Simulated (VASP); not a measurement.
Runs of VASP 6.6.1 on Se. The structure is orthorhombic, space group Cmcm (No. 63). Conventional cell: a = 2.789 Å, b = 8.078 Å, c = 4.613 Å, α = 90.00°, β = 90.00°, γ = 90.00°. Se (site symmetry m2m) is surrounded by 4 Se at 2.53 to 2.79 Å. This isn't the form of Se at room conditions, which is trigonal, of chains.

```tsv
task	potentials or basis	cell	k mesh	cutoff (eV)	smearing	cutoff of the response function	frequency points	mesh quality	gap on the mesh (eV)	pressure (GPa)	largest force (eV/Å)
single point	VASP PAW PBE potentials, release 64 (Se_GW)	as given	5 × 5 × 3	500	gaussian 0.02 eV	-	-	coarse	none	1.6	0.15
single point	VASP PAW PBE potentials, release 64 (Se_GW)	as given	4 × 4 × 2	450	gaussian 0.02 eV	-	-	coarse	none	2.7	0.86
single point	VASP PAW PBE potentials, release 64 (Se_GW)	as given	5 × 5 × 3	450	gaussian 0.02 eV	-	-	coarse	none	1.5	0.15
single point	VASP PAW PBE potentials, release 64 (Se)	atoms moved at random, drawn with an rms of 0.05 Å	10 × 10 × 6	520	fermi-dirac 0.05 eV	-	-	not flagged	none	1.5	0.18
single point	VASP PAW PBE potentials, release 64 (Se_GW)	as given	5 × 5 × 3	400	gaussian 0.02 eV	-	-	coarse	none	1.5	0.15
single point	VASP PAW PBE potentials, release 64 (Se_GW)	as given	4 × 4 × 3	500	gaussian 0.02 eV	-	-	coarse	none	(a)	0.11
single point	VASP PAW PBE potentials, release 64 (Se)	as given	10 × 10 × 6	900	gaussian 0.02 eV	-	-	not flagged	none	1.6	0.03
single point	VASP PAW PBE potentials, release 64 (Se)	as given	10 × 10 × 6	520	fermi-dirac 0.05 eV	-	-	not flagged	none	1.6	0.03
```

Alike in all rows: level PBE; no spin polarisation.

**Question.** Estimate the missing entries.

**Answer.** (a) 2.1.

Caveats: some runs use coarse meshes.

A k mesh can miss the band edges, and the runs leave out spin-orbit coupling on Se.

A gap of «none» marks a metal or a gap under the smearing width.
